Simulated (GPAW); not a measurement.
Crystal: TaSi2.

```
Ta Si
1.0
     4.78390    0.00000    0.00000
    -2.39195    4.14298    0.00000
     0.00000    0.00000    6.57000
Ta Si
3 6
Direct
  0.00000 0.50000 0.33333
  0.50000 0.50000 0.66667
  0.50000 0.00000 0.00000
  0.31794 0.15897 0.33333
  0.15897 0.84103 0.66667
  0.84103 0.68206 0.00000
  0.68206 0.84103 0.33333
  0.84103 0.15897 0.66667
  0.15897 0.31794 0.00000
```

Base run:

| Property | Result |
| --- | --- |
| Program | GPAW 26.7.0 |
| Functional | PBEsol |
| Potentials or basis | PAW data sets generated in the run's folder for this functional |
| Cutoff | 600 eV |
| Basis | pw |
| k mesh | 5 × 5 × 3 |
| Occupations | fermi-dirac, width 0.05 eV |
| Spin | no spin polarisation |
| Hubbard terms | Ta d U = 5 eV |

Its results: band gap on the k mesh none (metal or under the smearing width); pressure 4.4 GPa; largest force 0.121 eV/Å.

**Question.** The run is repeated on the same cell with these changes: hubbard terms from Ta d U = 5 eV to Ta d U = 3 eV. What comes out?

**Answer.** Band gap on the k mesh none (metal or under the smearing width); pressure 1.8 GPa; largest force 0.061 eV/Å.

Caveats: U without spin polarisation on a metal has little footing; the U is typed as a test and isn't derived for this compound.
